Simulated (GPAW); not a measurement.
Runs of GPAW 26.7.0 on RbCl. It takes space group Fm-3m (No. 225, cubic). The conventional cell has a = 6.548 Å, b = 6.548 Å, c = 6.548 Å, α = 90.00°, β = 90.00°, γ = 90.00°. Rb (site symmetry m-3m) is surrounded by 6 Cl at 3.27 Å. Cl (site symmetry m-3m) has 6 Rb at 3.27 Å as nearest neighbours. 

```tsv
task	level	potentials or basis	spin	k mesh	cutoff (eV)	smearing	maxiter	band path	band points	spin axis theta (degrees)	spin axis phi (degrees)	gap on the mesh (eV)	pressure (GPa)
band structure	PBEsol	PAW data sets generated in the run's folder for this functional, pw	off	7 × 7 × 7	600	fermi-dirac 0.05 eV	150	GXWKGLUWLK,UX	60	-	-	(a)	-0.1
band structure	PBEsol	PAW data sets generated in the run's folder for this functional, pw	SOC, no magnetisation	7 × 7 × 7	600	fermi-dirac 0.05 eV	150	GXWKGLUWLK,UX	60	0	0	4.84	-0.1
dielectric tensor	PBE	GPAW PAW data sets (gpaw-data 1.2.1), pw	off	6 × 6 × 6	450	fermi-dirac 0.001 eV	150	-	-	-	-	5.05	-
single point	PBE	GPAW PAW data sets (gpaw-data 1.2.1), pw	off	6 × 6 × 6	450	fermi-dirac 0.05 eV	120	-	-	-	-	5.05	1.0
```

Alike in all rows: cell as given.

Task: Estimate the missing entries.

Result: (a) 4.89.

Caveats: spin-orbit coupling was added after a scalar SCF, so levels and gaps hold it while energy, forces, pressure and moments don't (some runs); this program's spin-orbit splittings come out too wide for heavy elements (some runs); the long-wavelength limit can be off by a per cent or two (some runs); the cutoff is short for stress and forces, so pressures can be off by a GPa or more (some runs).

A k mesh can miss the band edges, and rows without SOC leave out spin-orbit coupling on Rb.
